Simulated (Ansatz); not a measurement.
Quadrupolar parameters in HfO2 under strain

The cell is an entry of the Crystallography Open Database (COD), relaxed with PBE at fixed cell and then changed (z compressed by 3 %, ions relaxed).

```xyz
24
Lattice="5.0598 0.0000 0.0000 0.0000 10.0172 0.0000 0.0000 0.0000 5.0708" Properties=species:S:1:pos:R:3 pbc="T T T"
Hf    3.7683    8.8587    4.8999
Hf    1.2384    6.1671    0.1708
Hf    1.2915    3.8501    2.7062
Hf    3.8214    1.1585    2.3646
Hf    1.2915    1.1585    0.1708
Hf    3.8214    3.8501    4.8999
Hf    3.7683    6.1671    2.3646
Hf    1.2384    8.8587    2.7062
O     4.3992    7.9334    3.1418
O     1.8693    7.0924    1.9290
O     0.6606    2.9248    4.4644
O     3.1905    2.0838    0.6064
O     0.6606    2.0838    1.9290
O     3.1905    2.9248    3.1418
O     4.3992    7.0924    0.6064
O     1.8693    7.9334    4.4644
O     2.5445    9.7816    1.3242
O     0.0146    5.2442    3.7465
O     2.5153    4.7730    1.2111
O     5.0452    0.2356    3.8596
O     2.5153    0.2356    3.7465
O     5.0452    4.7730    1.3242
O     2.5445    5.2442    3.8596
O     0.0146    9.7816    1.2111
```

Atom numbers follow the list; atoms alike are taken as one site, whose name carries the number of the first.

Method: Kohn–Sham DFT in Ansatz, PBE, plane waves and PAW, scalar-relativistic, 420 eV cutoff, Γ-centred 5×3×5 k-points, Fermi–Dirac smearing 0.02 eV.

Conventions: |V_zz| ≥ |V_yy| ≥ |V_xx|, η = (V_xx − V_yy)/V_zz, C_Q = eQV_zz/h.

¹⁷⁹Hf: I = 9/2, Q = 3793 mb; ¹⁷O: I = 5/2, Q = -25.58 mb. Quadrupole moments are those of Pyykkö's year-2017 table.

Task: What field gradients does the calculation give at each kind of site?

Result: 

| site | atoms (order as listed) | first shell | V_zz (10²¹ V/m²) | η | C_Q (MHz) |
| --- | --- | --- | --- | --- | --- |
| Hf | 1, 2, 3, 4, 5, 6, … | 7 O at 2.03–2.20 Å | 10.87 | 0.81 | 997 |
| O9 | 9, 10, 11, 12, 13, 14, … | 3 Hf at 2.03–2.16 Å; also 2 Hf at 3.32–3.34 Å | -2.87 | 0.63 | 1.78 |
| O17 | 17, 18, 19, 20, 21, 22, … | 4 Hf at 2.11–2.20 Å | 1.21 | 0.95 | -0.750 |

Without spin–orbit coupling the gradients at and beside Hf can be off by some per cent, at some sites by more. At this changed cell the PBE pressure is 14 GPa. Where η is near 1 the sign of V_zz means little.

The relaxation (5 steps) took 22 s of wall time (84 s of CPU time) and 1.7 GiB at its peak, on 4 threads of AMD EPYC 9R45 (Zen 5) (x86_64; 16 cores open to the job, memory cap 8.0 GiB, no GPU), a shared host with a load of 0.3 a core.
